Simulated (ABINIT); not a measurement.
The system is Si.

```
CELL_PARAMETERS angstrom
3.83132 0.00000 0.00000
-1.91566 3.31802 0.00000
0.00000 0.00000 6.33262
ATOMIC_POSITIONS crystal
Si 0.66667 0.33333 0.93699
Si 0.33333 0.66667 0.43699
Si 0.66667 0.33333 0.56301
Si 0.33333 0.66667 0.06301
```

This isn't the form of Si at room conditions, which is diamond.

Base run:

```yaml
Program: ABINIT 10.8.3 (patched build)
Functional: AM05
Potentials_or_basis: JTH PAW PBE v2.0
Cutoff: 490 eV
k_mesh: 8 × 8 × 4
Occupations: fermi-dirac, width 0.05 eV
Spin: no spin polarisation
```

Its results: band gap on the k mesh 0.36 eV, indirect (least direct gap 0.99 eV); pressure -0.4 GPa; largest force 0.014 eV/Å.

Question: The run is repeated on the same cell with these changes: functional from AM05 to r2SCAN. What comes out?

Answer: Band gap on the k mesh 0.61 eV, indirect (least direct gap 1.36 eV); pressure -0.1 GPa; largest force 0.008 eV/Å.

r2SCAN gives the wider gap, since meta-GGAs in the generalised Kohn-Sham scheme recover part of the derivative discontinuity.

Caveats: the PAW data sets were made with another functional, which shifts forces and pressure a little.
